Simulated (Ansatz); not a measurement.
Pt:

```xyz
1
Lattice="0.0000 1.9609 1.9609 1.9609 0.0000 1.9609 1.9609 1.9609 0.0000" Properties=species:S:1:pos:R:3 pbc="T T T"
Pt    0.0000    0.0000    0.0000
```

- Program: Ansatz 0.2.0
- Task: single point
- Functional: PBE
- Potentials or basis: all-electron LAPW, scalar-relativistic
- Cutoff: 270 eV (chosen from the basis error)
- Basis error allowed: 0.001 eV/atom
- k mesh: 12 × 12 × 12
- Occupations: fermi-dirac, width 0.05 eV
- Spin: no spin polarisation

On this cell: pressure 10.2 GPa; band gap on the k mesh none (metal or under the smearing width).

The same run follows on a disturbed copy (cell strained at random at fixed volume):

```
CELL_PARAMETERS angstrom
-0.01330 1.93575 1.94453
1.97104 0.00303 1.92819
2.00088 1.94926 -0.02681
ATOMIC_POSITIONS crystal
Pt 0.98674 0.01995 0.00694
```

**Question.** What changes?

**Answer.** The energy (extrapolated to zero smearing) moves by +2.5 meV/atom; pressure 10.3 GPa; band gap on the k mesh none (metal or under the smearing width).

Stress tensor (GPa, compression positive):
```
 9.31 -0.63  1.45
-0.63 10.80  0.62
 1.45  0.62 10.87
```
